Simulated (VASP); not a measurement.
# C (Fd-3m) in VASP: notebook

The runs below take C through relaxation of cell and atoms, with r2SCAN, SCAN, rSCAN.

All numbers are computed with VASP 6.6.1; they aren't measurements. Logs are shortened: lines on timing, memory, paths and dates and some standing lists are left out, and cuts for length are marked.

## 1. The structure

The structure is cubic, space group Fd-3m (No. 227). The conventional cell has a = 3.567 Å, b = 3.567 Å, c = 3.567 Å, α = 90.00°, β = 90.00°, γ = 90.00°. Around C (site symmetry -43m) lie 4 C at 1.54 Å.

This isn't the form of C at room conditions, which is graphite.

## 2. Relaxation of cell and atoms, r2SCAN

INCAR reads:

```
SYSTEM = C
PREC = Accurate
ENCUT = 600
EDIFF = 1E-7
ISMEAR = -1
SIGMA = 0.05
LREAL = .False.
LASPH = .True.
NELM = 100
ALGO = Normal
ISIF = 3
LWAVE = .False.
LCHARG = .False.
METAGGA = R2SCAN
LMIXTAU = .True.
IBRION = 2
NSW = 40
EDIFFG = -0.01
```

KPOINTS reads:

```
Automatic mesh
0
Gamma
  13 13 13
  0 0 0
```

POSCAR reads:

```
C
1.0
    0.0000000000      1.7833700000      1.7833700000
    1.7833700000      0.0000000000      1.7833700000
    1.7833700000      1.7833700000      0.0000000000
C
2
Direct
    0.7500000000      0.7500000000      0.7500000000
    0.5000000000      0.5000000000      0.5000000000
```

Potentials or basis: VASP PAW PBE potentials, release 64 (C).

The run is started by

```sh
$ cat potpaw_PBE.64/C/POTCAR > POTCAR
$ mpirun -np 1 vasp_std > vasp.out
```

OUTCAR:

```text
SYSTEM = C
   PREC = Accurate
   ENCUT = 600
   EDIFF = 1E-7
   ISMEAR = -1
   LREAL = .False.
   LASPH = .True.
   NELM = 100
   ISIF = 3
   METAGGA = R2SCAN
   IBRION = 2
   NSW = 40
   EDIFFG = -0.01

 ion  position               nearest neighbor table
   1  0.750  0.750  0.750-   2 1.54   2 1.54   2 1.54   2 1.54
   2  0.500  0.500  0.500-   1 1.54   1 1.54   1 1.54   1 1.54

  LATTYP: Found a face centered cubic cell.
 ALAT       =     3.5667400000

  Lattice vectors:

 A1 = (   0.0000000000,   1.7833700000,   1.7833700000)
 A2 = (   1.7833700000,   0.0000000000,   1.7833700000)
 A3 = (   1.7833700000,   1.7833700000,   0.0000000000)

Analysis of symmetry for initial positions (statically):
=====================================================================
 Subroutine PRICEL returns:
 Original cell was already a primitive cell.

 Routine SETGRP: Setting up the symmetry group for a
 face centered cubic supercell.

 Subroutine GETGRP returns: Found 48 space group operations
 (whereof 24 operations were pure point group operations)
 out of a pool of 48 trial point group operations.

The static configuration has the point symmetry T_d .
 The point group associated with its full space group is O_h .

Analysis of symmetry for dynamics (positions and initial velocities):
=====================================================================
 Subroutine PRICEL returns:
 Original cell was already a primitive cell.

 Routine SETGRP: Setting up the symmetry group for a
 face centered cubic supercell.

 Subroutine GETGRP returns: Found 48 space group operations
 (whereof 24 operations were pure point group operations)
 out of a pool of 48 trial point group operations.

The dynamic configuration has the point symmetry T_d .
 The point group associated with its full space group is O_h .

 Subroutine INISYM returns: Found 48 space group operations
 (whereof 24 operations are pure point group operations),
 and found     1 'primitive' translations

----------------------------------------------------------------------------------------

                                     Primitive cell

  volume of cell :      11.3437

  direct lattice vectors                    reciprocal lattice vectors
     0.000000000  1.783370000  1.783370000    -0.280368067  0.280368067  0.280368067
     1.783370000  0.000000000  1.783370000     0.280368067 -0.280368067  0.280368067
     1.783370000  1.783370000  0.000000000     0.280368067  0.280368067 -0.280368067

[... 126 lines left out ...]
   IALGO  =     38    algorithm
   IMIX   =      4    mixing-type and parameters
     AMIX     =   0.40;   BMIX     =  1.00
     AMIX_MAG =   1.60;   BMIX_MAG =  1.00
  volume/ion in A,a.u.               =       5.67        38.28
  Fermi-wavevector in a.u.,A,eV,Ry     =   1.457203  2.753714 28.891161  2.123440
  Thomas-Fermi vector in A             =   2.574032
   LORBIT       =      0    0 simple, 1 ext, 2 COOP (PROOUT), +10 PAW based schemes
   METAGGA = R2SCAN    functional components
   LHFCALC =     F    Hartree Fock is set to
   AEXX    =    0.0000 exact exchange contribution
   IVDW    =     0    specifies the selected vdW correction
   LEPSILON=     F    determine dielectric tensor
   LRPA    =     F    only Hartree local field effects (RPA)
 conjugate gradient relaxation of ions
 non-spin polarized calculation
  energy-cutoff  :      600.00
  volume of cell :       11.34
 maximum number of plane-waves:       388
   NGX =  9   NGY =  9   NGZ =  9

--------------------------------------- Ionic step        1  -------------------------------------------

 number of electron       7.9999999 magnetization

 Free energy of the ion-electron system (eV)
  ---------------------------------------------------
  ext. energy  EPLUGINS =         0.00000000
  ---------------------------------------------------
  free energy    TOTEN  =       -19.66399502 eV

  energy without entropy =      -19.66399502  energy(sigma->0) =      -19.66399502

------------------------ aborting loop because EDIFF is reached ----------------------------------------

  FORCE on cell =-STRESS in cart. coord.  units (eV):
  Direction    XX          YY          ZZ          XY          YZ          ZX
  --------------------------------------------------------------------------------------
  -------------------------------------------------------------------------------------
  Total       -0.1481623     -0.1481623     -0.1481623      0.0000000     -0.0000000      0.0000000
  in kB      -20.9263766    -20.9263766    -20.9263766      0.0000000     -0.0000000      0.0000000
  external PRESSURE =     -20.9263766 kB  Pullay stress =       0.0000000 kB
[... 59 lines left out ...]
--------------------------------------- Ionic step        3  -------------------------------------------

 number of electron       7.9999999 magnetization

 Free energy of the ion-electron system (eV)
  ---------------------------------------------------
  ext. energy  EPLUGINS =         0.00000000
  ---------------------------------------------------
  free energy    TOTEN  =       -19.66434699 eV

  energy without entropy =      -19.66434699  energy(sigma->0) =      -19.66434699

 E-fermi :  10.7128     XC(G=0): -14.2834

 val. band max:        9.7801960435   @ k =   0.0000   0.0000   0.0000
 cond. band min:      14.1281032044   @ k =   0.3846   0.3846   0.0000
 fundamental gap:      4.3479071608
 Fermi energy:        10.7128439886

 k-point     1 :       0.0000    0.0000    0.0000
  band No.  band energies     occupation
      1     -12.9802      2.00000
      2       9.7802      2.00000
      3       9.7802      2.00000
      4       9.7802      2.00000
      5      15.6285      0.00000
      6      15.6285      0.00000
      7      15.6285      0.00000
      8      23.7109      0.00000
[... 419 lines left out ...]
 k-point    40 :       0.4615    0.3077    0.0000
  band No.  band energies     occupation
      1      -7.0256      2.00000
      2      -0.2831      2.00000
      3       2.3900      2.00000
      4       3.9548      2.00000
      5      15.2959      0.00000
      6      18.6679      0.00000
      7      25.0433      0.00000
      8      25.2756      0.00000

 [... further k-points ...]

------------------------ aborting loop because EDIFF is reached ----------------------------------------

  FORCE on cell =-STRESS in cart. coord.  units (eV):
  Direction    XX          YY          ZZ          XY          YZ          ZX
  --------------------------------------------------------------------------------------
  -------------------------------------------------------------------------------------
  Total        0.0009324      0.0009324      0.0009324     -0.0000000      0.0000000      0.0000000
  in kB        0.1323188      0.1323188      0.1323188     -0.0000000      0.0000000      0.0000000
  external PRESSURE =       0.1323188 kB  Pullay stress =       0.0000000 kB
[... 17 lines left out ...]
  FREE ENERGIE OF THE ION-ELECTRON SYSTEM (eV)
  ---------------------------------------------------
  free  energy   TOTEN  =       -19.6643469894 eV

  energy  without entropy=      -19.6643469893  energy(sigma->0) =      -19.66434699

 reached required accuracy - stopping structural energy minimisation
```

OSZICAR:

```text
N       E                     dE             d eps       ncg     rms          rms(c)
DAV:   1    -0.791828331198E+00   -0.79183E+00   -0.57119E+03  1400   0.111E+03
DAV:   2    -0.218307331765E+02   -0.21039E+02   -0.20195E+02  2200   0.126E+02
DAV:   3    -0.219506672497E+02   -0.11993E+00   -0.11993E+00  1400   0.124E+01
[... 29 lines left out ...]
DAV:   3    -0.196642224513E+02    0.10386E-03   -0.86451E-05  1512   0.126E-01    0.695E-03
DAV:   4    -0.196643435280E+02   -0.12108E-03   -0.63603E-05  1344   0.880E-02    0.219E-03
DAV:   5    -0.196643467745E+02   -0.32465E-05   -0.21070E-06  1400   0.149E-02    0.613E-04
DAV:   6    -0.196643462312E+02    0.54331E-06   -0.52306E-07  1392   0.102E-02    0.745E-04
DAV:   7    -0.196643470197E+02   -0.78855E-06   -0.16676E-07  1304   0.543E-03    0.203E-04
DAV:   8    -0.196643469894E+02    0.30336E-07   -0.94915E-10   672   0.429E-04
   3 F= -.19664347E+02 E0= -.19664347E+02  d E =-.351966E-03
```

CONTCAR:

```text
C
   1.00000000000000
     0.0000000000000000    1.7805645209719272    1.7805645209719272
     1.7805645209719272    0.0000000000000000    1.7805645209719272
     1.7805645209719272    1.7805645209719272    0.0000000000000000
  C
     2
Direct
     0.7500000000000000    0.7500000000000000    0.7500000000000000
     0.5000000000000000    0.5000000000000000    0.5000000000000000

  0.00000000E+00  0.00000000E+00  0.00000000E+00
  0.00000000E+00  0.00000000E+00  0.00000000E+00
```

Run time: 1.9 min. Hardware: 1 thread of Intel Xeon Platinum 8488C (Sapphire Rapids), shared host; peak memory 0.12 GiB.

Results:

- Free energy: -19.6643 eV
- Relaxed volume: 5.65 Å³/atom
- Relaxed cell: a = 2.518 Å, b = 2.518 Å, c = 2.518 Å, α = 60.00°, β = 60.00°, γ = 60.00°
- Space group after relaxing (to 0.05 Å): Fd-3m (No. 227)
- Energy gained by relaxing: 0.2 meV/atom
- Ionic steps: 3
- Pressure after relaxing: 0.0 GPa
- Band gap on the k mesh: 4.35 eV, indirect (least direct gap 5.85 eV)

The path:
```tsv
step	energy change (eV)	largest force (eV/Å)	pressure (GPa)	volume (Å³)
1	0.0000	0.0000	-2.09	11.34
2	0.0002	0.0000	2.74	11.22
3	-0.0004	0.0000	0.01	11.29
```

Final structure:
```
CELL_PARAMETERS angstrom
0.00000 1.78056 1.78056
1.78056 0.00000 1.78056
1.78056 1.78056 0.00000
ATOMIC_POSITIONS crystal
C 0.75000 0.75000 0.75000
C 0.50000 0.50000 0.50000
```

Levels at points of the mesh, in eV from the valence-band top:
```
           k point  band 1  band 2  band 3  band 4  band 5  band 6  band 7  band 8
(0.00, 0.00, 0.00)  -22.76    0.00    0.00    0.00    5.85    5.85    5.85   13.93
```

Caveat: the PAW data sets were made with another functional, which shifts forces and pressure a little; an odd mesh through Γ misses points on the zone boundary, where band edges often lie.

## 3. Relaxation of cell and atoms, SCAN

INCAR reads:

```
SYSTEM = C
  PREC = Accurate
  ENCUT = 600
  EDIFF = 1E-6
  ISMEAR = -1
  SIGMA = 0.05
  LREAL = .FALSE.
  LASPH = .TRUE.
  NELM = 80
  ALGO = Normal
  ISIF = 3
  LWAVE = .FALSE.
  LCHARG = .FALSE.
  METAGGA = SCAN
  LMIXTAU = .TRUE.
  IBRION = 2
  NSW = 60
  EDIFFG = -0.01
```

KPOINTS reads:

```
Automatic mesh
0
G
  13 13 13
  0 0 0
```

POSCAR is that of step 2.

Potentials or basis: VASP PAW PBE potentials, release 64 (C).

The run is started by

```sh
$ cat potpaw_PBE.64/C/POTCAR > POTCAR
$ mpirun -np 1 vasp_std > vasp.out
```

Wall time 1.7 min (1 thread of Intel Xeon Platinum 8488C (Sapphire Rapids), shared host); peak memory 0.12 GiB.

It converged, with:

```yaml
Free_energy: -20.0159 eV
Relaxed_volume: 5.61 Å³/atom
Relaxed_cell: a = 2.513 Å, b = 2.513 Å, c = 2.513 Å, α = 60.00°, β = 60.00°, γ = 60.00°
Space_group_after_relaxing_to_0.05_Å: Fd-3m (No. 227)
Energy_gained_by_relaxing: 1.0 meV/atom
Ionic_steps: 3
Pressure_after_relaxing: 0.1 GPa
Band_gap_on_the_k_mesh: 4.57 eV, indirect (least direct gap 6.16 eV)
```

The path:
| step | energy change (eV) | largest force (eV/Å) | pressure (GPa) | volume (Å³) |
| --- | --- | --- | --- | --- |
| 1 | 0.0000 | 0.0000 | -4.88 | 11.34 |
| 2 | 0.0013 | 0.0000 | 6.70 | 11.06 |
| 3 | -0.0019 | 0.0000 | 0.09 | 11.22 |

Final structure:
```
C
1.0
     0.00000    1.77681    1.77681
     1.77681    0.00000    1.77681
     1.77681    1.77681    0.00000
C
2
Cartesian
  2.6652 2.6652 2.6652
  1.7768 1.7768 1.7768
```

Levels at points of the mesh, in eV from the valence-band top:
| k point | band 1 | band 2 | band 3 | band 4 | band 5 | band 6 | band 7 | band 8 |
| --- | --- | --- | --- | --- | --- | --- | --- | --- |
| (0.00, 0.00, 0.00) | -22.58 | 0.00 | 0.00 | 0.00 | 6.16 | 6.16 | 6.16 | 14.44 |

Caveat: the PAW data sets were made with another functional, which shifts forces and pressure a little; an odd mesh through Γ misses points on the zone boundary, where band edges often lie.

## 4. Relaxation of cell and atoms, rSCAN

INCAR reads:

```
  PREC = Accurate
  ENCUT = 600
  EDIFF = 1E-6
  ISMEAR = -1
  SIGMA = 0.05
  LREAL = F
  LASPH = T
  NELM = 60
  ALGO = Normal
  ISIF = 3
  LWAVE = F
  LCHARG = F
  METAGGA = RSCAN
  LMIXTAU = T
  IBRION = 2
  NSW = 60
  EDIFFG = -0.02
```

KPOINTS reads:

```
regular mesh
0
Gamma
  13 13 13
```

POSCAR is that of step 3.

The run is started by

```sh
$ cat potpaw_PBE.64/C/POTCAR > POTCAR
$ mpirun -np 1 vasp_std > vasp.out
```

Run time: 90 s. Hardware: 1 thread of Intel Xeon Platinum 8488C (Sapphire Rapids), shared host; peak memory 0.12 GiB.

Results (log left out):

```yaml
Free_energy: -20.4108 eV
Relaxed_volume: 5.62 Å³/atom
Relaxed_cell: a = 2.514 Å, b = 2.514 Å, c = 2.514 Å, α = 60.00°, β = 60.00°, γ = 60.00°
Space_group_after_relaxing_to_0.05_Å: Fd-3m (No. 227)
Energy_gained_by_relaxing: 0.7 meV/atom
Ionic_steps: 3
Pressure_after_relaxing: 0.0 GPa
Band_gap_on_the_k_mesh: 4.39 eV, indirect (least direct gap 5.86 eV)
```

Step by step:
| step | energy change (eV) | largest force (eV/Å) | pressure (GPa) | volume (Å³) |
| --- | --- | --- | --- | --- |
| 1 | 0.0000 | 0.0000 | -4.18 | 11.34 |
| 2 | 0.0010 | 0.0000 | 5.62 | 11.10 |
| 3 | -0.0014 | 0.0000 | 0.00 | 11.24 |

Final structure:
```
C
1.0
     0.00000    1.77782    1.77782
     1.77782    0.00000    1.77782
     1.77782    1.77782    0.00000
C
2
Direct
  0.75000 0.75000 0.75000
  0.50000 0.50000 0.50000
```

Levels at points of the mesh, in eV from the valence-band top:
```tsv
k point	band 1	band 2	band 3	band 4	band 5	band 6	band 7	band 8
(0.00, 0.00, 0.00)	-22.77	0.00	0.00	0.00	5.86	5.86	5.86	14.04
```

Caveat: the PAW data sets were made with another functional, which shifts forces and pressure a little; an odd mesh through Γ misses points on the zone boundary, where band edges often lie.

## 5. The reference run

An earlier run on the cell as given: functional PBE; potentials or basis VASP PAW PBE potentials, release 64 (C); cutoff 520 eV; k mesh 13 × 13 × 13; occupations fermi-dirac, width 0.05 eV; no spin polarisation.

* Pressure: 2.5 GPa
* Band gap on the k mesh: 4.14 eV, indirect (least direct gap 5.59 eV)

## 6. The runs side by side

```csv
task,level,cell,cutoff (eV),gap on the mesh (eV),pressure (GPa),relaxed volume (Å³/atom)
relaxation of cell and atoms,r2SCAN,relaxed,600,4.35,0.0,5.65
relaxation of cell and atoms,SCAN,relaxed,600,4.57,0.1,5.61
relaxation of cell and atoms,rSCAN,relaxed,600,4.39,0.0,5.62
single point,PBE,as given,520,4.14,2.5,-
```

Alike in all rows: potentials or basis VASP PAW PBE potentials, release 64 (C); no spin polarisation; k mesh 13 × 13 × 13; smearing fermi-dirac 0.05 eV.

Caveats: an odd mesh through Γ misses points on the zone boundary, where band edges often lie; the PAW data sets were made with another functional, which shifts forces and pressure a little (some runs).

Total energies depend on the potentials used, so only differences within one code and one set of settings carry meaning.

## 7. Against experiment

Step 2. The cell as given is a measured one (5.67 Å³/atom); r2SCAN puts the equilibrium volume -0.5 % from it, thermal expansion not counted.

Step 3. The cell as given is a measured one (5.67 Å³/atom); SCAN puts the equilibrium volume -1.1 % from it, thermal expansion not counted.

Step 4. The cell as given is a measured one (5.67 Å³/atom); rSCAN puts the equilibrium volume -0.9 % from it, thermal expansion not counted.
